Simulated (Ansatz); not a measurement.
Set up this calculation in Ansatz 0.2.0, as the native input.

```
Task                    : band structure
Functional              : rPW86-PBE
Dispersion              : D4
Potentials or basis     : all-electron LAPW, point nuclei
Cutoff                  : 317 eV (chosen from the basis error)
Basis error allowed     : 0.001 eV/atom
k mesh                  : 6 × 6 × 4
Occupations             : fermi-dirac, width 0.05 eV
Spin                    : non-collinear spin, random start, spin-orbit coupling
Starting moments        : [[0.165, 0.124, 0.04], [-0.0, -0.0, -0.0], [-0.0, 0.0, 0.0]] μB
Search for lower states : off
```

Crystal: PtSe2 (Sudovikovite).

```
Pt Se
1.0
     3.72400    0.00000    0.00000
    -1.86200    3.22508    0.00000
     0.00000    0.00000    5.06200
Pt Se
1 2
Direct
  0.00000 0.00000 0.00000
  0.66667 0.33333 0.75000
  0.33333 0.66667 0.25000
```

One way to write it, as run:

input.yaml

```yaml
crystal:
  lattice:
    - [3.724, 0.0, 0.0]
    - [-1.862, 3.2250786037, 0.0]
    - [0.0, 0.0, 5.062]
  atoms:
    - { symbol: Pt, position: [0.0, 0.0, 0.0], spin: 0.21, spin_axis: [0.784816, 0.589801, 0.190258] }
    - { symbol: Se, position: [0.6666666667, 0.3333333333, 0.75] }
    - { symbol: Se, position: [0.3333333333, 0.6666666667, 0.25] }
kpoints:
  mp_grid: { grid: [6, 6, 4] }
  band_path:
    path:
      - [0.0, 0.0, 0.0]
      - [0.5, 0.0, 0.0]
      - [0.3333333333, 0.3333333333, 0.0]
      - [0.0, 0.0, 0.0]
      - [0.0, 0.0, 0.5]
      - [0.5, 0.0, 0.5]
      - [0.3333333333, 0.3333333333, 0.5]
      - [0.0, 0.0, 0.5]
    npoints: 8
scf:
  occupations: { method: fermi_dirac, width: 0.05 }
  lower_state_search: "off"
hamiltonian:
  xc: { exchange: rpw86, correlation: pbe }
  dispersion: d4
  pseudopotentials:
    kind: all_electron
    lapw: { basis_error: 0.001 }
    nuclear_model: point
magnetization:
  noncollinear: true
  spin_orbit: true
output:
  forces: true
  stress: true
  eigenvalues: true
```

Potentials or basis: all-electron LAPW, point nuclei.

Run with:

```console
$ ansatz run input.yaml --threads 2 --pin off --max-ram 6144MiB --backend cpu --events-out ev --progress --plain --runs-dir out
```

Results of the run:

```
Pressure                : 10.3 GPa
Largest force           : 1.160 eV/Å
Band gap along the path : none (metal or under the smearing width)
Net moment              : 0.00 μB per cell
Absolute moment         : 0.00 μB per cell
```

Caveat: the k mesh is thin for a metal, which can move the energy by tens of meV per atom; pairwise dispersion overbinds metals, which lowers pressure and volume; forces of over 1 eV/Å show positions far from the minimum, so gaps and moduli don't describe the material at rest; the starting moments weren't kept.

Wall time 12 min on 2 threads of Arm Neoverse V1, on a shared host, peak memory 1.8 GiB.
